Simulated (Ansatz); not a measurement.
Au(111): from terraces to steps

The calculation used DFT PBE, scalar-relativistic, plane waves, PAW in Ansatz 0.2.0.

Cutoff 420 eV, Γ-centred meshes of like density (2×12×1 for the 24-atom cell), Gaussian smearing of 0.10 eV, energies at zero smearing and 0 K, each start's symmetry kept, no spin polarisation.

A (111) slab of relaxed bulk Au (Fm-3m, 17.97 Å³/atom, gap on the mesh 0.00 eV), 4 planes in a 6×1 cell with the lowest 2 held; added atoms sit on lattice sites of the next plane. A dipole correction is on. The surface energy is the mean of the held and the free face; step energies are per length and the mean of the stripe's two steps, which run along the shortest translation of the plane; step and island energies count from the flat slab and bulk atoms.

The flat slab gives a surface energy of 0.74 J/m² (46.0 meV/Å²); planes follow at h = 2.40 Å, and an atom takes 7.49 Å² of its plane.

Problem. Estimate the step energy β from the surface energy and compare with the stripes.

Solution. A step opens a strip of height h, so a first guess is γh = 46.0 × 2.40 = 110 meV/Å. Computed: 71 meV/Å for the stripe 2 surface cells wide, 67 meV/Å for the stripe 3 surface cells wide, 0.64 and 0.61 of the guess. The step costs less than a free strip of the same face. The two widths differ by 4 meV/Å (before rounding), from step–step interaction and confinement in so narrow a cell, or from the k mesh, which in a metal moves β by several meV/Å. A vicinal face tilted by θ holds tan θ/h steps per length, so its energy per terrace area is γ + (β/h) tan θ for far-apart steps, with β/h = 0.45 J/m². On fcc(111) the stripe's two edges are unlike, with (100) and (111) microfacets at 55° and 71°, while a vicinal face holds one kind, so this slope is the mean of two tilts.

Slabs of three or four planes are thin, so both faces still feel each other.

Spin-orbit coupling is left out, which matters for the bands of heavy elements.

Small energy differences in metals hang on the k mesh (about 10 mJ/m² or 1 to 2 meV/atom on the mesh of the relaxation).

Cost: 3 runs of about 110 core-minutes in all, on Arm Neoverse V2 (shared hosts).